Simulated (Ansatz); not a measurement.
# Cu: the cost of one run

Method: DFT PBE with spin–orbit coupling, plane waves, PAW (the target; the first runs use scalar-relativistic PBE), in Ansatz 0.2.0.

This is Cu in the hcp structure; at room conditions it is fcc.

## Step 1: Starting point

It takes space group P6_3/mmc (No. 194, hexagonal). The conventional cell has a = 2.552 Å, b = 2.552 Å, c = 4.169 Å, α = 90.00°, β = 90.00°, γ = 120.00°. Around Cu (site symmetry -6m2) lie 12 Cu at 2.55 Å.

As a file:

```cif
data_structure
_symmetry_space_group_name_H-M 'P6_3/mmc'
_symmetry_Int_Tables_number 194
_cell_length_a 2.5525
_cell_length_b 2.5525
_cell_length_c 4.1691
_cell_angle_alpha 90.000
_cell_angle_beta 90.000
_cell_angle_gamma 120.000
_cell_volume 23.52
loop_
_atom_site_label
_atom_site_type_symbol
_atom_site_symmetry_multiplicity
_atom_site_Wyckoff_symbol
_atom_site_fract_x
_atom_site_fract_y
_atom_site_fract_z
_atom_site_occupancy
Cu1 Cu 2 d 0.33333 0.66667 0.75000 1
```

## Step 2: Relaxing cell and atoms (PBE, 8×8×6 mesh)

input.yaml

```yaml
crystal:
  lattice:
    - [2.5524804075, 0.0, 0.0]
    - [-1.2762402038, 2.2105128756, 0.0]
    - [0.0, 0.0, 4.1690513323]
  atoms:
    - { symbol: Cu, position: [0.3333333333, 0.6666666667, 0.75] }
    - { symbol: Cu, position: [0.6666666667, 0.3333333333, 0.25] }
basis:
  ecutwfc: 420
  ecutrho_ratio: 4
kpoints:
  mp_grid: { grid: [8, 8, 6] }
hamiltonian:
  xc: pbe
scf:
  occupations: { method: gaussian, width: 0.05 }
output:
  forces: true
  stress: true
  eigenvalues: true
relax:
  f_tol: 0.03
  max_steps: 60
  cell: { stress_tol: 0.3 }
```

Q: Estimate wall time and peak memory on 4 threads of an Arm CPU, shared host.

About 2.1 s, with a peak of 0.31 GiB.
